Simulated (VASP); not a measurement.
# K4Cl5 in VASP: work function with PBE

Aim: the work function of K4Cl5 with PBE.

Everything below comes from runs of VASP 6.6.1. Logs are shortened: lines on timing, memory, paths and dates and some standing lists are left out, and cuts for length are marked.

### 1 The cell of the first run

The cell holds a slab with vacuum, 9 atoms: a = 4.463 Å, b = 4.463 Å, c = 29.577 Å, α = 90.00°, β = 90.00°, γ = 120.00°.

### 2 Work function, PBE (the (1 1 1) slab of KCl, cut from the database cell, not relaxed)

INCAR reads:

```
ALGO     = Normal         # electronic algorithm
DIPOL    = 0.5 0.5 0.500
EDIFF    = 1E-7           # SCF threshold, eV
ENCUT    = 520            # plane-wave cutoff, eV
GGA      = PE             # functional
IDIPOL   = 3            
ISIF     = 2              # what is computed and relaxed
ISMEAR   = 0              # smearing method
LASPH    = T              # aspherical terms in the spheres
LCHARG   = T              # write CHGCAR
LDIPOL   = T            
LELF     = T              # ELF
LREAL    = F              # projectors in reciprocal space
LVACPOTAV= T            
LVHAR    = T            
LWAVE    = F              # write WAVECAR
NELM     = 80             # most SCF steps
PREC     = Accurate       # precision mode
SIGMA    = 0.05           # smearing width, eV
```

KPOINTS reads:

```
k-points
0
Gamma
  7 7 1
```

POSCAR reads:

```
K4Cl5
1.0
    4.4633994242      0.0000000000      0.0000000000
   -2.2316997121      3.8654172886      0.0000000000
    0.0000000000      0.0000000000     29.5774014767
Cl K
5 4
Direct
    0.3333333333      0.6666666667      0.2535719714
    0.0000000000      0.0000000000      0.3767859857
    0.6666666667      0.3333333333      0.5000000000
    0.3333333333      0.6666666667      0.6232140143
    0.0000000000      0.0000000000      0.7464280286
    0.6666666667      0.3333333333      0.3151789785
    0.3333333333      0.6666666667      0.4383929928
    0.0000000000      0.0000000000      0.5616070072
    0.6666666667      0.3333333333      0.6848210215
```

Potentials or basis: VASP PAW PBE potentials, release 64 (Cl, K_sv).

Command:

```
$ cat potpaw_PBE.64/Cl/POTCAR potpaw_PBE.64/K_sv/POTCAR > POTCAR
$ mpirun -np 1 vasp_std > vasp.out
```

OUTCAR:

```text
EDIFF = 1E-7
   ENCUT = 520
   GGA = PE
   ISIF = 2
   ISMEAR = 0
   LASPH = T
   LREAL = F
   NELM = 80
   PREC = Accurate

 ion  position               nearest neighbor table
   1  0.333  0.667  0.254-   6 3.16   6 3.16   6 3.16
   2  0.000  0.000  0.377-   7 3.16   7 3.16   7 3.16   6 3.16   6 3.16   6 3.16
   3  0.667  0.333  0.500-   7 3.16   8 3.16   7 3.16   8 3.16   8 3.16   7 3.16
   4  0.333  0.667  0.623-   8 3.16   8 3.16   8 3.16   9 3.16   9 3.16   9 3.16
   5  0.000  0.000  0.746-   9 3.16   9 3.16   9 3.16
   6  0.667  0.333  0.315-   1 3.16   1 3.16   1 3.16   2 3.16   2 3.16   2 3.16
   7  0.333  0.667  0.438-   2 3.16   2 3.16   2 3.16   3 3.16   3 3.16   3 3.16
   8  0.000  0.000  0.562-   4 3.16   4 3.16   4 3.16   3 3.16   3 3.16   3 3.16
   9  0.667  0.333  0.685-   5 3.16   5 3.16   5 3.16   4 3.16   4 3.16   4 3.16

  LATTYP: Found a hexagonal cell.
 ALAT       =     4.4633994242
 C/A-ratio  =     6.6266535135

  Lattice vectors:

 A1 = (   4.4633994242,   0.0000000000,   0.0000000000)
 A2 = (  -2.2316997121,   3.8654172886,   0.0000000000)
 A3 = (   0.0000000000,   0.0000000000,  29.5774014767)

Analysis of symmetry for initial positions (statically):
=====================================================================
 Subroutine PRICEL returns:
 Original cell was already a primitive cell.

 Routine SETGRP: Setting up the symmetry group for a
 hexagonal supercell.

 Subroutine GETGRP returns: Found 12 space group operations
 (whereof  6 operations were pure point group operations)
 out of a pool of 24 trial point group operations.

The static configuration has the point symmetry C_3v.
 The point group associated with its full space group is D_3d.

Analysis of symmetry for dynamics (positions and initial velocities):
=====================================================================
 Subroutine PRICEL returns:
 Original cell was already a primitive cell.

 Routine SETGRP: Setting up the symmetry group for a
 hexagonal supercell.

 Subroutine GETGRP returns: Found 12 space group operations
 (whereof  6 operations were pure point group operations)
 out of a pool of 24 trial point group operations.

The dynamic configuration has the point symmetry C_3v.
 The point group associated with its full space group is D_3d.

 Subroutine INISYM returns: Found 12 space group operations
 (whereof  6 operations are pure point group operations),
 and found     1 'primitive' translations

----------------------------------------------------------------------------------------

                                     Primitive cell

  volume of cell :     510.2960

  direct lattice vectors                    reciprocal lattice vectors
     4.463399424  0.000000000  0.000000000     0.224044479  0.129352140  0.000000000
    -2.231699712  3.865417289  0.000000000     0.000000000  0.258704281  0.000000000
     0.000000000  0.000000000 29.577401477     0.000000000  0.000000000  0.033809596

  length of vectors
     4.463399424  4.463399424 29.577401477     0.258704281  0.258704281  0.033809596

  position of ions in fractional coordinates (direct lattice)
     0.333333333  0.666666667  0.253571971
     0.000000000  0.000000000  0.376785986
     0.666666667  0.333333333  0.500000000
     0.333333333  0.666666667  0.623214014
     0.000000000  0.000000000  0.746428029
     0.666666667  0.333333333  0.315178979
     0.333333333  0.666666667  0.438392993
     0.000000000  0.000000000  0.561607007
     0.666666667  0.333333333  0.684821021

  ion indices of the primitive-cell ions
   primitive index   ion index
                 1           1
                 2           2
                 3           3
                 4           4
                 5           5
                 6           6
                 7           7
                 8           8
                 9           9

----------------------------------------------------------------------------------------

 KPOINTS: k-points

Automatic generation of k-mesh.
 Grid dimensions read from file:
 generate k-points for:    7    7    1

 Generating k-lattice:

  Cartesian coordinates                     Fractional coordinates (reciprocal lattice)
     0.032006354  0.018478877  0.000000000     0.142857143  0.000000000  0.000000000
     0.000000000  0.036957754  0.000000000     0.000000000  0.142857143  0.000000000
     0.000000000  0.000000000  0.033809596     0.000000000  0.000000000  1.000000000

  Length of vectors
     0.036957754  0.036957754  0.033809596

  Shift w.r.t. Gamma in fractional coordinates (k-lattice)
     0.000000000  0.000000000  0.000000000

 Subroutine IBZKPT returns following result:
 ===========================================

 Found      8 irreducible k-points:

 Following reciprocal coordinates:
            Coordinates               Weight
  0.000000  0.000000  0.000000      1.000000
  0.142857  0.000000  0.000000      6.000000
  0.285714  0.000000  0.000000      6.000000
  0.428571  0.000000  0.000000      6.000000
  0.142857  0.142857  0.000000      6.000000
  0.285714  0.142857  0.000000     12.000000
  0.428571  0.142857  0.000000      6.000000
  0.285714  0.285714  0.000000      6.000000
   k-points           NKPTS =      8   k-points in BZ     NKDIM =      8   number of bands    NBANDS=     42
   number of dos      NEDOS =    301   number of ions     NIONS =      9
   total plane-waves  NPLWV = 290304
   dimension x,y,z NGX =    36 NGY =   36 NGZ =  224
   dimension x,y,z NGXF=    72 NGYF=   72 NGZF=  448
   ions per type =               5   4
   NGX,Y,Z   is equivalent  to a cutoff of  13.41, 13.41, 12.59 a.u.
   NGXF,Y,Z  is equivalent  to a cutoff of  26.82, 26.82, 25.18 a.u.
 SYSTEM =  unknown system
   PREC   = accura    normal or accurate (medium, high low for compatibility)
   ISTART =      0    job   : 0-new  1-cont  2-samecut
   ICHARG =      2    charge: 1-file 2-atom 10-const
   ISPIN  =      1    spin polarized calculation?
   LNONCOLLINEAR =      F non collinear calculations
   LSORBIT =      F    spin-orbit coupling
   LASPH  =      T    aspherical Exc in radial PAW
   ENCUT  =  520.0 eV  38.22 Ry    6.18 a.u.   8.30  8.30 54.99*2*pi/ulx,y,z
   NELM   =     80;   NELMIN=  2; NELMDL= -5     # of ELM steps
   EDIFF  = 0.1E-06   stopping-criterion for ELM
   LREAL  =      F    real-space projection
   EDIFFG = 0.1E-05   stopping-criterion for IOM
   NSW    =      0    number of steps for IOM
   IBRION =     -1    ionic relax: 0-MD 1-quasi-New 2-CG
   NFREE  =      0    steps in history (QN), initial steepest desc. (CG)
   ISIF   =      2    stress and relaxation
   ISYM   =      2    0-nonsym 1-usesym 2-fastsym
   POTIM  = 0.5000    time-step for ionic-motion
   TEBEG  =    0.0;   TEEND  =   0.0 temperature during run
   PSTRESS=    0.0 pullay stress
   NELECT =      71.0000    total number of electrons
   NUPDOWN=      -1.0000    fix difference up-down
   EMIN   =  10.00;   EMAX   =-10.00  energy-range for DOS
[... 5 lines left out ...]
     AMIX     =   0.40;   BMIX     =  1.00
     AMIX_MAG =   1.60;   BMIX_MAG =  1.00
  volume/ion in A,a.u.               =      56.70       382.63
  Fermi-wavevector in a.u.,A,eV,Ry     =   0.848308  1.603070  9.791112  0.719626
  Thomas-Fermi vector in A             =   1.963951
   LORBIT       =      0    0 simple, 1 ext, 2 COOP (PROOUT), +10 PAW based schemes
   GGA     = PE    functional components
   LHFCALC =     F    Hartree Fock is set to
   AEXX    =    0.0000 exact exchange contribution
   IVDW    =     0    specifies the selected vdW correction
   LEPSILON=     F    determine dielectric tensor
   LRPA    =     F    only Hartree local field effects (RPA)
 non-spin polarized calculation
 Gauss-broadening in eV      SIGMA  =   0.05
  energy-cutoff  :      520.00
  volume of cell :      510.30
 maximum number of plane-waves:     13775
 NGX is ok and might be reduce to    36
   NGX = 17   NGY = 17   NGZ =109

 number of electron      71.0000000 magnetization

 dipolmoment           0.000000      0.000000     -0.000000 electrons x Angstroem

 Free energy of the ion-electron system (eV)
  ---------------------------------------------------
  ext. energy  EPLUGINS =         0.00000000
  ---------------------------------------------------
  free energy    TOTEN  =       -27.49958596 eV

  energy without entropy =      -27.46717254  energy(sigma->0) =      -27.48337925

 E-fermi :  -4.8495     XC(G=0):  -4.5407

 val. band max:       -4.8726240264   @ k =   0.1429   0.0000   0.0000
 cond. band min:      -4.8229211181   @ k =   0.1429   0.0000   0.0000
 fundamental gap:      0.0497029083
 Fermi energy:        -4.8494911014

 k-point     1 :       0.0000    0.0000    0.0000
  band No.  band energies     occupation
      1     -32.2700      2.00000
      2     -32.2649      2.00000
      3     -32.0435      2.00000
      4     -32.0435      2.00000
      5     -17.3206      2.00000
      6     -17.2430      2.00000
[... 34 lines left out ...]
     41       2.6093      0.00000
     42       3.2498      0.00000

 k-point     2 :       0.1429    0.0000    0.0000
  band No.  band energies     occupation
      1     -32.2685      2.00000
      2     -32.2640      2.00000
      3     -32.0423      2.00000
      4     -32.0423      2.00000
      5     -17.2896      2.00000
      6     -17.2320      2.00000
[... 34 lines left out ...]
     41       2.7114      0.00000
     42       2.9017      0.00000

 k-point     3 :       0.2857    0.0000    0.0000
  band No.  band energies     occupation
      1     -32.2651      2.00000
      2     -32.2618      2.00000
      3     -32.0395      2.00000
      4     -32.0395      2.00000
      5     -17.2728      2.00000
      6     -17.2147      2.00000
[... 177 lines left out ...]
      4     -32.0367      2.00000
      5     -17.2865      2.00000
      6     -17.2016      2.00000
[... 34 lines left out ...]
     41       3.2962      0.00000
     42       3.4769      0.00000

 k-point     8 :       0.2857    0.2857    0.0000
  band No.  band energies     occupation
      1     -32.2608      2.00000
      2     -32.2599      2.00000
      3     -32.0364      2.00000
      4     -32.0364      2.00000
      5     -17.2423      2.00000
      6     -17.1928      2.00000
[... 34 lines left out ...]
     41       3.1902      0.00000
     42       3.3857      0.00000

------------------------ aborting loop because EDIFF is reached ----------------------------------------

  FORCE on cell =-STRESS in cart. coord.  units (eV):
  Direction    XX          YY          ZZ          XY          YZ          ZX
  --------------------------------------------------------------------------------------
  -------------------------------------------------------------------------------------
  Total        0.8131041      0.8131041      0.4283483      0.0000000      0.0000000      0.0000000
  in kB        2.5529047      2.5529047      1.3448860      0.0000000      0.0000000      0.0000000
  external PRESSURE =       2.1502318 kB  Pullay stress =       0.0000000 kB

 VOLUME and BASIS-vectors are now :
 -----------------------------------------------------------------------------
  energy-cutoff  :      520.00
  volume of cell :      510.30
      direct lattice vectors                 reciprocal lattice vectors
     4.463399424  0.000000000  0.000000000     0.224044479  0.129352140  0.000000000
    -2.231699712  3.865417289  0.000000000     0.000000000  0.258704281  0.000000000
     0.000000000  0.000000000 29.577401477     0.000000000  0.000000000  0.033809596

 POSITION                                       TOTAL-FORCE (eV/Angst)
 -----------------------------------------------------------------------------------
     -0.00000      2.57694      7.50000         0.000000     -0.000000      0.101354
      0.00000      0.00000     11.14435         0.000000      0.000000      0.049943
      2.23170      1.28847     14.78870         0.000000      0.000000      0.000000
     -0.00000      2.57694     18.43305        -0.000000     -0.000000     -0.049943
      0.00000      0.00000     22.07740        -0.000000      0.000000     -0.101354
      2.23170      1.28847      9.32218         0.000000     -0.000000     -0.211823
     -0.00000      2.57694     12.96653         0.000000      0.000000     -0.011416
      0.00000      0.00000     16.61088        -0.000000     -0.000000      0.011416
      2.23170      1.28847     20.25523        -0.000000      0.000000      0.211823
 -----------------------------------------------------------------------------------
    total drift:                                0.000000     -0.000000      0.000000

  FREE ENERGIE OF THE ION-ELECTRON SYSTEM (eV)
  ---------------------------------------------------
  free  energy   TOTEN  =       -27.4995859587 eV

  energy  without entropy=      -27.4671725362  energy(sigma->0) =      -27.48337925

 vacuum level on the upper side and lower side of the slab         3.746         3.746
```

Wall time 6.1 min (1 thread of AMD EPYC 7R13 (Zen 3), shared host); peak memory 0.64 GiB.

What came out:

| Item | Value |
| --- | --- |
| Free energy | -27.4996 eV |
| Largest force | 0.212 eV/Å |
| Band gap on the k mesh | none (metal or under the smearing width) |
| Work function of the upper face | 8.60 eV |
| Work function of the lower face | 8.60 eV |

Forces on the atoms (eV/Å):
```
Cl   0.000  0.000  0.101
Cl   0.000  0.000  0.050
Cl   0.000  0.000  0.000
Cl   0.000  0.000 -0.050
Cl   0.000  0.000 -0.101
K    0.000  0.000 -0.212
K    0.000  0.000 -0.011
K    0.000  0.000  0.011
K    0.000  0.000  0.212
```

Caveat: an odd number of electrons without spin polarisation forces a metal; a magnetic or distorted state may lie lower.
